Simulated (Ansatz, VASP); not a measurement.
## SrO in VASP and in Ansatz

Contents of INCAR:

```
SYSTEM = SrO
PREC     = Accurate       ! precision mode
ENCUT    = 520            ! plane-wave cutoff, eV
EDIFF    = 1E-6           ! SCF threshold, eV
ISMEAR   = 0              ! smearing method
SIGMA    = 0.05           ! smearing width, eV
LREAL    = .False.        ! projectors in reciprocal space
LASPH    = .True.         ! aspherical terms in the spheres
NELM     = 80             ! most SCF steps
ALGO     = Normal         ! electronic algorithm
ISIF     = 2              ! what is computed and relaxed
LWAVE    = .False.        ! write WAVECAR
LCHARG   = .False.        ! write CHGCAR
GGA      = PE             ! functional
NBANDS   = 15             ! bands
```

File KPOINTS:

```
Automatic mesh
0
Gamma
  8 8 8
  0 0 0
```

POSCAR

```
SrO
1.0
    0.0000000000      2.2895467809      3.2374191482
    2.2895467809      0.0000000000      3.2374191482
    2.2895467809      2.2895467809      0.0000000000
Sr O
1 1
Direct
    0.0000000000      0.0000000000      0.0000000000
    0.5000000000      0.5000000000      0.5000000000
```

Input for Ansatz:

```yaml
crystal:
  lattice:
    - [0.0, 2.2895467809, 3.2374191482]
    - [2.2895467809, 0.0, 3.2374191482]
    - [2.2895467809, 2.2895467809, 0.0]
  atoms:
    - { symbol: Sr, position: [0.0, 0.0, 0.0] }
    - { symbol: O, position: [0.5, 0.5, 0.5] }
basis:
  ecutwfc: 420
kpoints:
  mp_grid: { grid: [8, 8, 8] }
hamiltonian:
  xc: pbe
scf:
  occupations: { method: gaussian, width: 0.05 }
output:
  forces: true
  stress: true
  eigenvalues: true
```

Alike in both runs: task single point; functional PBE; k mesh 8 × 8 × 8; occupations gaussian, width 0.05 eV; no spin polarisation.

```csv
,VASP,Ansatz
version,VASP 6.6.1,Ansatz 0.2.0
potentials or method,"VASP PAW PBE potentials, release 64 (Sr_sv, O)","scalar-relativistic, plane waves, PAW"
plane-wave cutoff (eV),520,420
valence electrons in the cell,16,16
```

|  | VASP | Ansatz | Ansatz less VASP |
| --- | --- | --- | --- |
| gap on the k mesh at the Fermi level (eV) | 1.47 | 1.51 | +0.040 |
| least direct gap on the mesh (eV) | 1.75 | 1.82 | +0.075 |
| pressure (GPa) | 26.2 | 24.8 | -1.34 |
| largest component of the traceless stress (GPa) | 31.38 | 29.93 | -1.452 |

Caveats: so large a pressure means that the cell lies far from this level's equilibrium, or that cutoff or potentials fall short (VASP). A k mesh can miss the band edges.
